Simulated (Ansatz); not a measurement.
Space group Fm-3m (No. 225). a = 5.987 Å, b = 5.987 Å, c = 5.987 Å, α = 90.00°, β = 90.00°, γ = 90.00°
```csv
atom,site,symmetry,x,y,z
Li,8c,-43m,0.2500,0.7500,0.7500
Se,4a,m-3m,0.0000,0.0000,0.0000
```

Equation of state of this Li2Se structure (not necessarily the ground state), with shape and atoms relaxed at each volume where symmetry leaves them free. Theory: DFT r2SCAN, scalar-relativistic, plane waves, PAW (Ansatz 0.2.0).

Settings: cutoff 500 eV, Γ-centred mesh 8×8×8 on the computed 3-atom cell, Gaussian smearing of 0.02 eV; no spin polarisation.

```
V (Å³/atom) E − E(largest V) (meV/atom) P (GPa) gap on mesh (eV)
     15.736                        17.29     5.74              3.36
     16.272                         1.14     3.96              3.39
     16.809                        -9.48     2.43              3.43
     17.345                       -15.34     1.11              3.45
     17.882                       -17.10    -0.03              3.48
     18.418                       -15.32    -1.01              3.50
     18.955                       -10.49    -1.86              3.51
     19.670                         0.00    -2.81              3.53
```

Problem. Fit a third-order Birch–Murnaghan equation to E(V).

Solution. V0 = 17.87 Å³/atom, B0 = 35 GPa, B0' = 3.9.

Cost: 8 runs of about 1.3 core-minutes in all, on Intel Xeon Processor @ 2.50GHz (Skylake/Cascade Lake) (shared hosts).